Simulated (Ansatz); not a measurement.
# Harmonic thermodynamics of BeS

Method: DFT PBE, scalar-relativistic, plane waves, PAW in Ansatz. Plane waves to 420 eV; Γ-centred k mesh 6×6×6; fixed occupations. No spin polarisation. Phonons by linear response, acoustic sum rule imposed.

Relaxed structure:
```cif
data_structure
_symmetry_space_group_name_H-M 'I4cm'
_symmetry_Int_Tables_number 108
_cell_length_a 6.7498
_cell_length_b 6.7498
_cell_length_c 5.6775
_cell_angle_alpha 90.000
_cell_angle_beta 90.000
_cell_angle_gamma 90.000
_cell_volume 258.67
loop_
_atom_site_label
_atom_site_type_symbol
_atom_site_symmetry_multiplicity
_atom_site_Wyckoff_symbol
_atom_site_fract_x
_atom_site_fract_y
_atom_site_fract_z
_atom_site_occupancy
Be1 Be 8 c 0.86116 0.36116 0.18460 1
S1 S 8 c 0.15784 0.34216 0.31540 1
```

The structure comes from a generated guess, relaxed at this level; another structure or a mixture of phases may lie lower. The q mesh is coarse, so values between its points are rough.

Force constants from linear response on a 2×2×2 q mesh, interpolated to a fine mesh.

(1) Give the zero-point energy per atom.

(2) How large are the vibrational entropy and heat capacity at 300 K?

(3) Tabulate them against temperature.

Results:

(1) 71.4 meV.

(2) S = 1.98 k_B and C_V = 2.23 k_B per atom, 74 % of the Dulong–Petit value.

(3)
```tsv
T (K)	F_vib (meV/atom)	S (k_B/atom)	C_V (k_B/atom)
100	70.5	0.35	0.74
200	64.0	1.18	1.69
300	50.3	1.98	2.23
400	30.2	2.66	2.52
500	4.7	3.24	2.67
600	-25.5	3.74	2.76
700	-59.6	4.17	2.82
800	-97.2	4.55	2.86
900	-137.9	4.89	2.89
1000	-181.4	5.20	2.91
```
